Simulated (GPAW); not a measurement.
# BN (F-43m) in GPAW: further runs, part 2 of 3

GPAW 26.7.0. Earlier steps stand in the parts before.

### Step 3. Single point, PBE

File run.py:

```python
from ase.dft.bandgap import bandgap
from ase.io import read, write
from ase.units import Bohr, GPa
from gpaw import GPAW, PW
from gpaw.elf import elf_from_dft_calculation

atoms = read('POSCAR')

calc = GPAW(mode=PW(800),
            xc='PBE',
            kpts={'size': (13, 13, 13), 'gamma': True},
            occupations={'name': 'methfessel-paxton', 'order': 0, 'width': 0.028999999999999998},
            nbands=11,
            convergence={'density': 1e-05, 'energy': 1e-05},
            maxiter=150,
            txt='gpaw.txt')
atoms.calc = calc
energy = atoms.get_potential_energy()
forces = atoms.get_forces()
stress = atoms.get_stress()
calc.write('gs.gpw')
write('result.traj', atoms)
print(f'Energy: {energy:.6f} eV')
print('Forces (eV/A):')
print(forces.round(4))
print('Stress (GPa):', (stress / GPa).round(3))
print('Fermi level:', round(calc.get_fermi_level(), 4), 'eV')
print(f'Gap: {bandgap(calc)[0]:.4f} eV, direct: {bandgap(calc, direct=True)[0]:.4f} eV')

# fields on the real-space grid
write('density.cube', atoms, data=calc.get_pseudo_density() * Bohr**3)
write('potential.cube', atoms, data=calc.get_electrostatic_potential())
write('elf.cube', atoms, data=elf_from_dft_calculation(calc).data)
```

File POSCAR:

```
BN
1.0
    0.0000000000      1.8130010000      1.8130010000
    1.8130010000      0.0000000000      1.8130010000
    1.8130010000      1.8130010000      0.0000000000
N B
1 1
Direct
    0.2500000000      0.2500000000      0.2500000000
    0.0000000000      0.0000000000      0.0000000000
```

Potentials or basis: GPAW PAW data sets (gpaw-data 1.2.1), pw.

Launch:

```console
$ OMP_NUM_THREADS=1 python run.py
```

gpaw.txt:

```text
__  _  _
 | _ |_)|_||  |
 |__||  | ||/\| - 26.7.0

Input parameters:
  mode=PW(ecut=800.0),
  convergence={'density': 1e-05, 'energy': 1e-05},
  kpts=MonkhorstPack(size=(13, 13, 13), gamma=True),
  maxiter=150,
  nbands=11,
  occupations=Occupations(name='methfessel-paxton', order=0, width=0.028999999999999998),
  xc=XC(name='PBE')

Diagonalizing LCAO Hamiltonian
Converting LCAO to pw mode

          N
       B

Atoms  # Å, Bohr magnetons
|   | symbol |        x |        y |        z |    initial magnetic moments |
|---|--------|----------|----------|----------|-----------------------------|
| 0 |      N | 0.906501 | 0.906501 | 0.906501 | ( 0.0000,  0.0000,  0.0000) |
| 1 |      B | 0.000000 | 0.000000 | 0.000000 | ( 0.0000,  0.0000,  0.0000) |

Unit cell  # Å
| periodic |        x |        y |        z |  lengths |    angles |
|----------|----------|----------|----------|----------|-----------|
|      yes | 0.000000 | 1.813001 | 1.813001 | 2.563971 | 60.000000 |
|      yes | 1.813001 | 0.000000 | 1.813001 | 2.563971 | 60.000000 |
|      yes | 1.813001 | 1.813001 | 0.000000 | 2.563971 | 60.000000 |

Number of symmetries: 24
Symmetry operations  # r_c * U_cc + t_c -> r_c
|    | kind |            matrix            |
|----|------|------------------------------|
|  0 |  E   |  1, 0, 0,  0, 1, 0,  0, 0, 1 |
|  1 |  σ   |  1, 0, 0,  0, 0, 1,  0, 1, 0 |
|  2 |  σ   |  1, 0,-1,  0, 1,-1,  0, 0,-1 |
|  3 |  C3  |  1, 0,-1,  0, 0,-1,  0, 1,-1 |
|  4 |  C3  |  1,-1, 0,  0,-1, 1,  0,-1, 0 |
|  5 |  σ   |  1,-1, 0,  0,-1, 0,  0,-1, 1 |
|  6 |  σ   |  0, 1, 0,  1, 0, 0,  0, 0, 1 |
|  7 |  C3  |  0, 1, 0,  0, 0, 1,  1, 0, 0 |
|  8 |  C2  |  0, 1,-1,  1, 0,-1,  0, 0,-1 |
|  9 |  S4  |  0, 1,-1,  0, 0,-1,  1, 0,-1 |
| 10 |  C3  |  0, 0, 1,  1, 0, 0,  0, 1, 0 |
| 11 |  σ   |  0, 0, 1,  0, 1, 0,  1, 0, 0 |
| 12 |  S4  |  0, 0,-1,  1, 0,-1,  0, 1,-1 |
| 13 |  C3  |  0, 0,-1,  0, 1,-1,  1, 0,-1 |
| 14 |  S4  |  0,-1, 1,  1,-1, 0,  0,-1, 0 |
| 15 |  C2  |  0,-1, 1,  0,-1, 0,  1,-1, 0 |
| 16 |  C3  |  0,-1, 0,  1,-1, 0,  0,-1, 1 |
| 17 |  S4  |  0,-1, 0,  0,-1, 1,  1,-1, 0 |
| 18 |  S4  | -1, 1, 0, -1, 0, 1, -1, 0, 0 |
| 19 |  C3  | -1, 1, 0, -1, 0, 0, -1, 0, 1 |
| 20 |  C3  | -1, 0, 1, -1, 1, 0, -1, 0, 0 |
| 21 |  S4  | -1, 0, 1, -1, 0, 0, -1, 1, 0 |
| 22 |  σ   | -1, 0, 0, -1, 1, 0, -1, 0, 1 |
| 23 |  C2  | -1, 0, 0, -1, 0, 1, -1, 1, 0 |

BZ-sampling:
  Number of BZ points: 2197
  Number of IBZ points: 84

  Monkhorst-Pack size: [13, 13, 13]
  Monkhorst-Pack shift: [0, 0, 0]

K-points  # in reciprocal-cell coordinates
|     |                                coordinates |     weight |
|-----|--------------------------------------------|------------|
|   0 | (  0.00000000,   0.00000000,   0.00000000) | 0.00045517 |
|   1 | (  0.07692308,   0.07692308,   0.00000000) | 0.00273100 |
|   2 | (  0.07692308,   0.07692308,   0.07692308) | 0.00364133 |
|   3 | (  0.15384615,   0.07692308,   0.07692308) | 0.00546199 |
|   4 | (  0.15384615,   0.15384615,   0.00000000) | 0.00273100 |
|   5 | (  0.15384615,   0.15384615,   0.07692308) | 0.01092399 |
|   6 | (  0.15384615,   0.15384615,   0.15384615) | 0.00364133 |
|   7 | (  0.23076923,   0.15384615,   0.07692308) | 0.01092399 |
|   8 | (  0.23076923,   0.15384615,   0.15384615) | 0.01092399 |
|   9 | (  0.23076923,   0.23076923,   0.00000000) | 0.00273100 |
| ... |                                            |            |
|  83 | (  0.46153846,   0.46153846,   0.46153846) | 0.00364133 |

Plane wave coefficients: 623
Cutoff: 800.0 eV

Spin-components: 1 (collinear spins)
Bands:           11
Projectors:      10
Spin-degeneracy: 2
Datatype:        complex128

Parallelization:
  kpt:    1
  domain: 1
  band:   1

Density:
  Valence electrons: 8.0
  Components: 1
  Grid points: [18 18 18]
  Charge: 0.0  # |e|

Potential:
  Grid points: [18 18 18]

species:
  N:
    name:    Nitrogen
    Z:       7.0
    valence: 5
    core:    2
    charge:  0.0  # [|e|]
    compensation charges:
      type: gauss
      rc: 0.18  # [Å]
      lmax: 2
    cutoffs:
      filter: 1.11  # [Å]
      core: 0.96  # [Å]
    projectors
    | kind |    occ | energy [eV] | rcut [Å] |
    |------|--------|-------------|----------|
    |   2s |  2.000 |     -18.583 |    0.603 |
    |   2p |  3.000 |      -7.089 |    0.529 |
    |    s |        |       8.629 |    0.603 |
    |    p |        |      20.123 |    0.529 |
    |    d |        |       0.000 |    0.577 |

    Using partial waves for N as LCAO basis

  B:
    name:    Boron
    Z:       5.0
    valence: 3
    core:    2
    charge:  0.0  # [|e|]
    compensation charges:
      type: gauss
      rc: 0.20  # [Å]
      lmax: 2
    cutoffs:
      filter: 1.14  # [Å]
      core: 1.38  # [Å]
    projectors
    | kind |    occ | energy [eV] | rcut [Å] |
    |------|--------|-------------|----------|
    |   2s |  2.000 |      -9.443 |    0.635 |
    |   2p |  1.000 |      -3.606 |    0.635 |
    |    s |        |      17.768 |    0.635 |
    |    p |        |      23.605 |    0.635 |
    |    d |        |       0.000 |    0.635 |

    Using partial waves for B as LCAO basis

Reference energy: -2151.211071  # eV

eigensolver:
  PPCG
  Converge bands: occupied
  niter=2

density mixing:
  MSR1-Mixer
  Pratt-step length: 0.05
  Maximum mixing coefficient: 0.75
  Old densities: 10
  SVD Regularization: 0.005
  Good broyden scale: 1.0
  Trust region scale: 1.0
  Backstep threshold: 4.0
  History deletion threshold: 6.0
  Fourier metric: weight=20.0, sigma=0.015

occupation numbers:
  Methfessel-Paxton:
    width: 0.0290  # eV
    order: 0

poisson solver:
  ecut: 6400.0  # eV

xc functional:
  name: PBE with 2 nearest neighbor stencil

convergence criteria:
- Maximum integral of absolute [dens]ity change: 1e-05 electrons / valence electron
- Maximum [total energy] change in last 3 cyles: 1e-05 eV / valence electron
- Maximum integral of absolute [eigenst]ate change: 4e-08 eV^2 / valence electron
maximum number of iterations: 150

SCF iterations
|iter     | |      energy | eigst |  dens |
|---------|-|-------------|-------|-------|
|iter:   1| |  -18.328310 | +0.10 |       |
|iter:   2| |  -18.154821 | -2.09 | -0.74 |
|iter:   3| |  -17.511374 | -1.38 | -0.78 |
|iter:   4| |  -17.503949 | -2.90 | -1.38 |
|iter:   5| |  -17.503674 | -3.46 | -1.83 |
|iter:   6| |  -17.503741 | -5.34 | -2.58 |
|iter:   7| |  -17.503741c| -7.03 | -3.56 |
|iter:   8| |  -17.503741c| -8.72c| -4.32 |
|iter:   9| |  -17.503741c| -8.75c| -5.39c|

Converged in 9 steps
Energy contributions relative to reference atoms: (reference = -2151.211071)

Energy contributions:
  Kinetic:          15.731802
  Coulomb:         -15.158113
  Zero:              0.099222
  External:          0.000000
  Xc:              -18.176652
  Entropy:           0.000000
  Spinorbit:         0.000000
  ----------------------------
  Free energy:     -17.503741
  Extrapolated:    -17.503741

dipole moment: (-7.306944, -7.306944, -7.306944)  # |e|*Ang

Fermi level: 12.190
Eigenvalues  # (at kpt = [0.000, 0.000, 0.000])
| band index |      eig [eV] | occ [0-2] |
|------------|---------------|-----------|
|          0 |       -10.173 |     2.000 |
|          1 |         9.950 |     2.000 |
|          2 |         9.950 |     2.000 |
|          3 |         9.950 |     2.000 |
|          4 |        18.736 |     0.000 |
|          5 |        18.736 |     0.000 |
|          6 |        18.736 |     0.000 |
|          7 |        20.166 |     0.000 |
|          8 |        34.537 |     0.000 |
|          9 |        37.639 |     0.000 |
|         10 |        38.108 |     0.000 |

Gap: 4.534 eV
Transition (v -> c):
  (s=0, k=0, n=3, [0.00, 0.00, 0.00]) -> (s=0, k=77, n=4, [0.46, 0.46, 0.00])
Direct/indirect transitions are different
Direct gap: 8.787 eV
Transition at: (s=0, k=0, n=3, [0.00, 0.00, 0.00])

Forces  # eV/Ang
|        x |        y |        z |
|----------|----------|----------|
| -0.00000 | -0.00000 | -0.00000 |  # N    0
|  0.00000 | -0.00000 | -0.00000 |  # B    1

Stress tensor  # eV/Ang^3
|        x |        y |        z |
|----------|----------|----------|
| 0.009999 | 0.000000 | 0.000000 |
| 0.000000 | 0.009999 | 0.000000 |
| 0.000000 | 0.000000 | 0.009999 |

# Writing to gs.gpw (mode='')
```

Run time: 12 s. Hardware: 1 thread of Arm Neoverse V2, shared host; peak memory 0.14 GiB.

What came out:

```
Free energy            : -17.5037 eV
Pressure               : -1.6 GPa
Band gap on the k mesh : 4.53 eV, indirect (least direct gap 8.79 eV)
```

Levels at points of the mesh, in eV from the valence-band top:
```csv
k point,band 1,band 2,band 3,band 4,band 5,band 6,band 7
"(0.00, 0.00, 0.00)",-20.12,0.00,0.00,0.00,8.79,8.79,8.79
```

Caveat: an odd mesh through Γ misses points on the zone boundary, where band edges often lie.

(Part 2 of 3 ends here.)
